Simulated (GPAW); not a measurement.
TiO:

```
Ti O
1.0
     3.03100    0.00000    0.00000
    -1.51550    2.62492    0.00000
     0.00000    0.00000    3.23770
Ti O
1 1
Direct
  0.66667 0.33333 0.00000
  0.00000 0.00000 0.50000
```

```yaml
Program: GPAW 26.7.0
Task: relaxation of cell and atoms
Functional: BLYP
Potentials_or_basis: PAW data sets generated in the run's folder for this functional
Cutoff: 800 eV
Basis: pw
k_mesh: 10 × 10 × 8
Occupations: fermi-dirac, width 0.05 eV
Spin: no spin polarisation
```

At the start: pressure -30.8 GPa; volume 12.88 Å³/atom.

Q: Where does the relaxation end?

A: Over 24 steps the energy falls by 358.2 meV/atom and the volume is 10.13 Å³/atom (-21.3 %); space group P-6m2 (No. 187, to 0.05 Å).

The path:
| step | energy change (eV) | largest force (eV/Å) | pressure (GPa) | volume (Å³) |
| --- | --- | --- | --- | --- |
| 1 | 0.0000 | 0.0000 | -30.80 | 25.76 |
| 2 | -0.1873 | 0.0000 | -28.34 | 24.82 |
| 3 | -0.4739 | 0.0000 | -21.76 | 23.14 |
| 4 | -0.6907 | 0.0000 | -7.97 | 21.07 |
| 5 | -0.6553 | 0.0000 | 15.70 | 19.05 |
| 6 | -0.6619 | 0.0000 | 14.71 | 19.12 |
| 7 | -0.6736 | 0.0000 | 12.82 | 19.25 |
| 8 | -0.6878 | 0.0000 | 10.22 | 19.43 |
| 9 | -0.7013 | 0.0000 | 7.14 | 19.67 |
| 10 | -0.7114 | 0.0000 | 3.82 | 19.94 |
| 11 | -0.7162 | 0.0000 | 0.50 | 20.23 |
| 12 | -0.7150 | 0.0000 | -2.62 | 20.53 |
| 13 | -0.7151 | 0.0000 | -2.59 | 20.53 |
| 14 | -0.7152 | 0.0000 | -2.53 | 20.52 |
| 15 | -0.7153 | 0.0000 | -2.43 | 20.51 |
| 16 | -0.7154 | 0.0000 | -2.30 | 20.50 |
| 17 | -0.7156 | 0.0000 | -2.15 | 20.48 |
| 18 | -0.7158 | 0.0000 | -1.96 | 20.46 |
| 19 | -0.7160 | 0.0000 | -1.75 | 20.44 |
| 20 | -0.7161 | 0.0000 | -1.49 | 20.42 |
| 21 | -0.7163 | 0.0000 | -1.18 | 20.39 |
| 22 | -0.7165 | 0.0000 | -0.80 | 20.35 |
| 23 | -0.7165 | 0.0000 | -0.36 | 20.31 |
| 24 | -0.7164 | 0.0000 | 0.14 | 20.27 |

Final structure:
```cif
data_structure
_symmetry_space_group_name_H-M 'P 1'
_symmetry_Int_Tables_number 1
_cell_length_a 2.8589
_cell_length_b 2.8589
_cell_length_c 2.8631
_cell_angle_alpha 90.000
_cell_angle_beta 90.000
_cell_angle_gamma 120.000
_cell_volume 20.27
loop_
_atom_site_label
_atom_site_type_symbol
_atom_site_fract_x
_atom_site_fract_y
_atom_site_fract_z
_atom_site_occupancy
Ti1 Ti 0.66667 0.33333 0.00000 1
O1 O 0.00000 0.00000 0.50000 1
```

Caveat: later steps reuse the first step's grids; the volume moved by over 15 % at a fixed basis, so the end points are rough; the volume moved by -21 % from the deposited cell, more than functionals usually miss.
